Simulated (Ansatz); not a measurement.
Crystal: TiSi2.

```
CELL_PARAMETERS angstrom
4.37464 0.00000 0.00000
-2.18732 3.78855 0.00000
0.00000 0.00000 2.56101
ATOMIC_POSITIONS crystal
Ti 0.00000 0.00000 0.00000
Si 0.33333 0.66667 0.50000
Si 0.66667 0.33333 0.50000
```

The cell was built by a generator and needn't be a form met in nature.

Base run:

* Program: Ansatz 0.2.0
* Functional: LDA
* Potentials or basis: Ansatz PAW
* Cutoff: 420 eV
* Density cutoff: 1680 eV
* k mesh: 7 × 7 × 10
* Occupations: fermi-dirac, width 0.05 eV
* Spin: no spin polarisation
* Hubbard terms: Ti d U = 1 eV

Its results: band gap on the k mesh none (metal or under the smearing width); pressure -6.3 GPa.

Q: After a change of settings the same cell gave: band gap on the k mesh none (metal or under the smearing width); pressure -3.2 GPa. Which change was it?
A. hubbard terms from Ti d U = 1 eV to Ti d U = 3 eV
B. functional from LDA to PBE; hubbard terms from Ti d U = 1 eV to Ti d U = 6 eV
C. hubbard terms from Ti d U = 1 eV to none; hubbard projectors from ortho-atomic (the default) to none
D. functional from LDA to PBEsol

A: D.

PBEsol binds less tightly than LDA, so the same cell stands under more pressure.

Caveats: U without spin polarisation on a metal has little footing; the PAW data sets come from PBE, with cores solved anew for the run's functional, which leaves a small shift of forces and pressure; the U is typed as a test and isn't derived for this compound.

Not every run made on this cell is shown here.
